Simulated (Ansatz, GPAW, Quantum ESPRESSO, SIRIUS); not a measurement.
**One calculation of SnTe, 11 ways**

```
CELL_PARAMETERS angstrom
0.00000 3.15085 3.15085
3.15085 0.00000 3.15085
3.15085 3.15085 0.00000
ATOMIC_POSITIONS crystal
Te 0.50000 0.50000 0.50000
Sn 0.00000 0.00000 0.00000
```

Alike in all runs: task band structure; functional PBE; k mesh 7 × 7 × 7; occupations fermi-dirac, width 0.05 eV; no spin polarisation; no spin-orbit coupling. Pressure is positive in compression and, in plane waves, holds the error of the finite cutoff, which Ansatz's Pulay term estimates and takes out. Gaps are the smaller of the mesh's and the band path's.

```tsv
program and potentials	plane-wave cutoff (eV)	notes	band gap (eV)	pressure (GPa)
Ansatz, Ansatz PAW large core	420	10 valence electrons an atom on average; Pulay term of +0.02 GPa included	0.07	2.22
Ansatz, Ansatz PAW	420	15 valence electrons an atom on average; Pulay term of +0.03 GPa included	0.07	2.23
Ansatz, all-electron LAPW, scalar-relativistic	-	-	0.10	2.23
Ansatz, Ansatz NC	1120	15 valence electrons an atom on average	0.07	2.24
Ansatz, PseudoDojo standard (PBE files)	1120	15 valence electrons an atom on average	0.07	2.17
Ansatz, Ansatz PAW (files of its older set among them)	640	19 valence electrons an atom on average	0.07	2.24
GPAW, GPAW PAW data sets (gpaw-data 1.2.1)	600	10 valence electrons an atom on average	0.10	1.95
SIRIUS, all-electron FP-LAPW (Koelling-Harmon valence), apw+lo standard	-	-	0.10	-
Ansatz, PseudoDojo stringent (PBE files)	1450	23 valence electrons an atom on average	0.07	2.28
SIRIUS, all-electron FP-LAPW (ZORA valence), apw+lo standard	-	-	0.10	-
Quantum ESPRESSO, PseudoDojo 0.4.1 SR PBE standard	1088	15 valence electrons an atom on average	?	?
```

Task: Estimate from the other rows what the run with Quantum ESPRESSO, PseudoDojo 0.4.1 SR PBE standard gave.

Result: Band gap 0.10 eV; pressure 2.26 GPa. The other rows, which needn't bracket it: band gap 0.07 to 0.10; pressure 1.95 to 2.28.
